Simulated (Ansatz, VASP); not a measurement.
## In, level by level in two programs

```
In
1.0
    -1.61456    1.61456    2.45710
     1.61456   -1.61456    2.45710
     1.61456    1.61456   -2.45710
In
1
Direct
  0.00000 0.00000 0.00000
```

Single points on this cell with VASP 6.6.1 and Ansatz 0.2.0. Each row is one pair of runs. Alike in all rows: spin: off; k mesh: 11 × 11 × 11; smearing: fermi-dirac, width 0.05 eV.

```tsv
level	VASP's potentials, cutoff	Ansatz's potentials, cutoff	gap on the k mesh at the Fermi level (eV), VASP	gap on the k mesh at the Fermi level (eV), Ansatz	pressure (GPa), VASP	pressure (GPa), Ansatz	largest component of the traceless stress (GPa), VASP	largest component of the traceless stress (GPa), Ansatz
LDA	VASP PAW LDA potentials, release 64 (In_d), 520 eV	Ansatz PAW, 420 eV	none	none	-1.8	-1.8	0.20	0.16
PBE	VASP PAW PBE potentials, release 64 (In_d), 520 eV	Ansatz PAW, 420 eV	none	none	3.0	3.0	0.44	0.44
r2SCAN	VASP PAW PBE potentials, release 64 (In_d), 520 eV	Ansatz PAW, 500 eV	none	none	1.2	1.2	0.33	0.34
```

Pressure (GPa): the two programs differ by at most 0.05; largest component of the traceless stress (GPa): the two programs differ by at most 0.037.

A gap of «none» marks a metal or a gap that the smearing closes.

Caveats: the PAW data sets were made with another functional, which shifts forces and pressure a little (VASP); the PAW data sets come from PBE, with cores solved anew for the run's functional, which leaves a small shift of forces and pressure (Ansatz).
